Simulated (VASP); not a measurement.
Here is a VASP 6.6.1 calculation.

POSCAR

```
MgS
1.0
    4.0346224068      0.0000000000      0.0000000000
   -2.0173112034      3.4940854990      0.0000000000
    0.0000000000      0.0000000000      6.4322941800
S Mg
2 2
Direct
    0.6666666667      0.3333333333      0.8792441500
    0.3333333333      0.6666666667      0.3792441500
    0.3333333333      0.6666666667      0.9957548500
    0.6666666667      0.3333333333      0.4957548500
```

The input INCAR.step1:

```
PREC = Accurate
ENCUT = 600
EDIFF = 1E-8
ISMEAR = 0
SIGMA = 0.02
LREAL = F
LASPH = T
NELM = 60
ALGO = Normal
ISIF = 3
LWAVE = F
LCHARG = F
IBRION = 2
NSW = 40
EDIFFG = -0.002
KPAR = 4
```

INCAR.step2

```
PREC = Accurate
ENCUT = 600
EDIFF = 1E-8
ISMEAR = 0
SIGMA = 0.02
LREAL = F
LASPH = T
NELM = 60
ALGO = Normal
ISIF = 2
LWAVE = F
LCHARG = F
IBRION = 8
NSW = 1
LEPSILON = T
KPAR = 4
```

File KPOINTS:

```
regular mesh
0
Gamma
  8 8 4
```

Potentials or basis: VASP PAW LDA potentials, release 64 (S, Mg).

Launch:

```console
$ cat potpaw_LDA.64/S/POTCAR potpaw_LDA.64/Mg/POTCAR > POTCAR
$ cp INCAR.step1 INCAR
$ mpirun -np 4 vasp_std > vasp.out
$ cp CONTCAR POSCAR
$ cp INCAR.step2 INCAR
$ mpirun -np 4 vasp_std > vasp.out
```

Predict the electronic dielectric tensor (diagonal).

4.13, 4.13, 4.25.

What does it give for the Born charges (mean of the diagonal)?

S -1.89; Mg +1.89 e.

Estimate the relaxed cell.

a = 3.978 Å, b = 3.978 Å, c = 6.353 Å, α = 90.00°, β = 90.00°, γ = 120.00°.

Predict the relaxed volume.

21.76 Å³/atom.

Phonon frequencies in cm⁻¹ (negative: imaginary):
```
              q point                              frequencies
(0.000, 0.000, 0.000)  0 0 0 83 83 266 331 338 348 348 351 351
```
